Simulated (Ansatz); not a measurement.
Bi as a puckered monolayer at its r2SCAN geometry, in Ansatz. One PBE run serves as the base. The settings are then varied one at a time, some on purpose to values that make no sense. Doubtful ones may also carry a cap on iterations. All numbers are computed, and spin polarisation is off unless an edit sets a moment.

Base input:
```yaml
crystal:
  lattice:
    - [5.1182504689, 0.0, 0.0]
    - [0.0, 4.5196968759, 0.0]
    - [0.0, 0.0, 29.3597916812]
  atoms:
    - { symbol: Bi, position: [0.0480844891, 0.0, 0.373866959] }
    - { symbol: Bi, position: [0.4519155109, 0.5, 0.373866959] }
    - { symbol: Bi, position: [0.5480844891, 0.5, 0.2732765973] }
    - { symbol: Bi, position: [0.9519155109, 0.0, 0.2732765973] }
  periodic: [true, true, false]
kpoints:
  mp_grid: { grid: [4, 4, 1] }
hamiltonian:
  xc: pbe
scf:
  occupations: { method: fixed }
  n_extra_bands: 5
output:
  forces: true
  stress: true
  eigenvalues: true
```

Base results:
```
Basis set: ecut = 420 eV, 13381 PW (Γ)
Symmetry: 8 space group operations
Space group: Pmna (ITA 53)
k-points: 9 of 16
SCF converged after 7 iterations
Free energy (F): -49585.795774 eV
Fermi energy:    -3.978392 eV
--- Forces (eV/Å), atoms counted from 1 ---
  atom   1  Bi    -0.13068      0.00000      0.09086
  atom   2  Bi      0.13068      0.00000      0.09086
  atom   3  Bi    -0.13068      0.00000    -0.09086
  atom   4  Bi      0.13068      0.00000    -0.09086
--- 2D stress c σ (N/m, compression-positive) ---
        0.140454       0.000000       0.000000
        0.000000       0.940264       0.000000
        0.000000       0.000000       0.000000
  P = ½ c Tr σ = 0.5404 N/m
```
The gap over this mesh is 0.550 eV.

Run as `ansatz run input.yaml --threads 4 --pin off --max-ram 4608MiB --backend cpu --events-out ev --progress --plain --runs-dir out`. It took 8.9 s on 4 threads of Arm Neoverse N1 (shared host), load about 0.9 per core; peak host memory 1.1 GiB.

**Question.** The input is altered as follows. How does the run end?
```yaml
scf:
  occupations: { method: cold, width: 0.2 }
```

**Answer.** Energy, stress and gap stay within 1 meV an atom, 0.1 N/m and 0.005 eV of the base. The term −TS is +0.5 meV an atom, of a sign that arises since this scheme's broadening is partly negative.
```
WARN: on these k-points the computed levels leave a gap of 0.5497 eV at the electron count, 2.7 widths of the cold smearing (0.2000 eV) […]
```

One of the further runs printed
```
SCF converged after 7 iterations
Free energy (F): -49585.814325 eV
Internal energy: -49585.739604 eV  (E = F + TS)
E sigma→0 (E₀):  -49585.776964 eV
Entropy (-TS):   -0.074721 eV (-18.680 meV/atom)
Fermi energy:    -3.797398 eV
--- Forces (eV/Å), atoms counted from 1 ---
  atom   1  Bi    -0.12836      0.00000      0.14375
  atom   2  Bi      0.12836      0.00000      0.14375
  atom   3  Bi    -0.12836      0.00000    -0.14375
  atom   4  Bi      0.12836      0.00000    -0.14375
--- 2D stress c σ (N/m, compression-positive) ---
        0.018790       0.000000       0.000000
        0.000000       0.818352       0.000000
        0.000000       0.000000       0.000000
  P = ½ c Tr σ = 0.4186 N/m
```

**Question.** Which setting had been changed?
A. scf.mixing.beta: 1.0
B. kpoints.mp_grid.grid: [1, 1, 1]
C. scf.occupations: gaussian 0.5
D. scf.mixing.ndim: 2

**Answer.** C. The free energy moves by -4.6 meV an atom, the mean stress by -0.12 N/m and the gap on the mesh by +0.008 eV (to 0.558). The term −TS is -18.7 meV an atom. A width of 0.5 eV moves electrons across a gap of 0.55 eV: this is no longer the ground state.

One of the further runs printed
```
SCF converged after 7 iterations
Free energy (F): -49585.779853 eV
Fermi energy:    -3.977912 eV
--- Forces (eV/Å), atoms counted from 1 ---
  atom   1  Bi    -0.13179      0.00000      0.09081
  atom   2  Bi      0.13179      0.00000      0.09081
  atom   3  Bi    -0.13179      0.00000    -0.09081
  atom   4  Bi      0.13179      0.00000    -0.09081
--- 2D stress c σ (N/m, compression-positive) ---
        0.140798       0.000000       0.000000
        0.000000       0.940220       0.000000
        0.000000       0.000000       0.000000
  P = ½ c Tr σ = 0.5405 N/m
```

**Question.** Which setting had been changed?
A. basis.ecutwfc: 350
B. scf.mixing.beta: 1.0
C. scf.mixing.ndim: 2
D. scf.occupations: cold 0.001

**Answer.** A. 10067 plane waves in place of 13381. The free energy moves by +4.0 meV an atom, the mean stress by 0.00 N/m and the gap on the mesh by 0.000 eV (to 0.549). The basis is too small: these are errors of the cutoff.

**Question.** The input is altered as follows. How does the run end?
```yaml
basis:
  ecutwfc: 750
```

**Answer.** 31649 plane waves in place of 13381. The free energy moves by -1.5 meV an atom, the mean stress by 0.00 N/m and the gap on the mesh by 0.000 eV (to 0.550). The base cutoff was converged to that degree.
```
Basis set: ecut = 750 eV, 31649 PW (Γ)
SCF converged after 7 iterations
Free energy (F): -49585.801957 eV
Fermi energy:    -3.978373 eV
--- Forces (eV/Å), atoms counted from 1 ---
  atom   1  Bi    -0.13059      0.00000      0.09052
  atom   2  Bi      0.13059      0.00000      0.09052
  atom   3  Bi    -0.13059      0.00000    -0.09052
  atom   4  Bi      0.13059      0.00000    -0.09052
--- 2D stress c σ (N/m, compression-positive) ---
        0.139772       0.000000       0.000000
        0.000000       0.939480       0.000000
        0.000000       0.000000       0.000000
  P = ½ c Tr σ = 0.5396 N/m
```

**Question.** These lines are set or replaced. What follows?
```yaml
scf:
  mixing: { preconditioner: kerker }
```

**Answer.** It converges in 32 iterations against the base's 7. The result is the base's, as it should be for a key that only affects how the solution is found. A lower state may exist.

**Question.** What happens with this change?
```yaml
kpoints:
  mp_grid: { grid: [4, 4, 1], shift: [0, 0, 0.5] }
```

**Answer.** Energy, stress and gap stay within 1 meV an atom, 0.1 N/m and 0.005 eV of the base.

Spin-orbit coupling is left out; in compounds of Pb, Bi, Tl or Hg it can lower a gap by up to about 1 eV, split its edges or invert the bands.
